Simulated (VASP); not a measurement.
Si: phonons with PBEsol

The system is Si.

```
CELL_PARAMETERS angstrom
3.82667 0.00000 0.00000
-1.91334 3.31399 0.00000
0.00000 0.00000 6.32564
ATOMIC_POSITIONS crystal
Si 0.33333 0.66667 0.06297
Si 0.66667 0.33333 0.56297
Si 0.33333 0.66667 0.43703
Si 0.66667 0.33333 0.93703
```

This isn't the form of Si at room conditions, which is diamond.

```json
{
 "Program": "VASP 6.6.1",
 "Task": "phonons",
 "Functional": "PBEsol",
 "Potentials or basis": "VASP PAW PBE potentials, release 64 (Si)",
 "Cutoff": "600 eV",
 "k mesh": "9 × 9 × 4",
 "Occupations": "gaussian, width 0.03 eV",
 "Spin": "no spin polarisation",
 "By perturbation theory": "no",
 "Further INCAR settings": "ALGO = Normal; EDIFF = 1e-08; IBRION = 6; POTIM = 0.015; NSW = 1"
}
```

```
Highest phonon frequency at Γ : 503 cm⁻¹
```

Phonon frequencies in cm⁻¹ (negative: imaginary):
```csv
q point,frequencies
"(0.000, 0.000, 0.000)",0 0 0 94 94 369 411 488 488 503 503 503
```

Wall time 69 s on 2 MPI ranks on Intel(R) Xeon(R) 6975P-C (Granite Rapids) (shared host), peak memory 0.4 GiB a rank.
